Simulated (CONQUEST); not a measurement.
**BAs under changes of volume**

One of the cells (13.626 Å³/atom); the others are scaled copies at fixed shape and fractional positions:

```
As B
1.0
     3.37785    0.00000    0.00000
     0.00000    3.37785    0.00000
     0.00000    0.00000    4.77700
As B
2 2
Direct
  0.00000 0.50000 0.25000
  0.50000 0.00000 0.75000
  0.00000 0.00000 0.00000
  0.50000 0.50000 0.50000
```

| Item | Value |
| --- | --- |
| Program | CONQUEST 1.3 |
| Functional | PBEsol |
| Potentials or basis | PseudoDojo NC PBEsol, DZP, grid of 32 × 32 × 48 points |
| k mesh | 8 × 8 × 6 |
| Occupations | fermi-dirac, width 0.05 eV |
| Spin | no spin polarisation |

| volume (Å³/atom) | energy over the lowest point (meV/atom) | pressure (GPa) | gap on the mesh (eV) |
| --- | --- | --- | --- |
| 12.809 | 36.60 | 12.4 | 1.06 |
| 13.081 | 18.85 | 8.3 | 1.08 |
| 13.354 | 7.42 | 5.1 | 1.10 |
| 13.626 | ? | ? | ? |
| 13.899 | 0.00 | -0.4 | 1.14 |
| 14.171 | 2.84 | -3.1 | 1.16 |
| 14.444 | 10.17 | -5.5 | 1.18 |

Problem. What does the run at 13.626 Å³/atom give?

Solution. Energy over the lowest point 1.32 meV/atom; pressure 2.0 GPa; gap on the mesh 1.12 eV.

Worked out: A Birch-Murnaghan fit of order 3 (a polynomial in V^(-2/3)) to the other rows has its minimum at 13.84 Å³/atom with B0 = V·E''(V) = 134 GPa and B' = 4.3. It gives 1.19 meV/atom at 13.626 Å³/atom, against the run's 1.32, and -dE/dV = 2.1 GPa, against 2.0. A straight line through the other rows of the gap, of slope 0.999 eV per unit of ln V, gives 1.12 eV, against the run's 1.12.

Energies are extrapolated to zero smearing.

Caveats: the basis of atomic orbitals isn't converged, which shifts pressures, moduli and gaps; the real-space grid breaks the cell's symmetry a little (some runs).

A mesh can miss the band edges. Spin-orbit coupling on As is left out.
